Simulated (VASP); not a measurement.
InAs, 2 atoms in the cell. Symmetry: F-43m, No. 216, cubic system. Conventional cell: a = 6.036 Å, b = 6.036 Å, c = 6.036 Å, α = 90.00°, β = 90.00°, γ = 90.00°. In (site symmetry -43m) is surrounded by 4 As at 2.61 Å. Around As (site symmetry -43m) lie 4 In at 2.61 Å. The cell was built by a generator and needn't be a form met in nature.

```yaml
Program: VASP 6.6.1
Task: relaxation of cell and atoms
Functional: r2SCAN
Potentials_or_basis: VASP PAW PBE potentials, release 64 (In_d, As)
Cutoff: 600 eV
k_mesh: 10 × 10 × 10
Occupations: gaussian, width 0.03 eV
Spin: no spin polarisation
Further_INCAR_settings: ALGO = Normal; EDIFF = 1e-06; IBRION = 2; EDIFFG = -0.01; NSW = 90; ISIF = 3
```

Potentials or basis: VASP PAW PBE potentials, release 64 (In_d, As).

Launch:

```sh
$ cat potpaw_PBE.64/In_d/POTCAR potpaw_PBE.64/As/POTCAR > POTCAR
$ mpirun -np 1 vasp_std > vasp.out
```

Hardware: 1 thread of Intel(R) Xeon(R) 6975P-C (Granite Rapids), on a shared host.

Q: Estimate the wall time of this run.

A: Wall time 4.8 min on 1 thread of Intel(R) Xeon(R) 6975P-C (Granite Rapids), with other jobs on the host, peak memory 0.26 GiB. Counts: scf iterations 47, k points 47, ion steps 3.
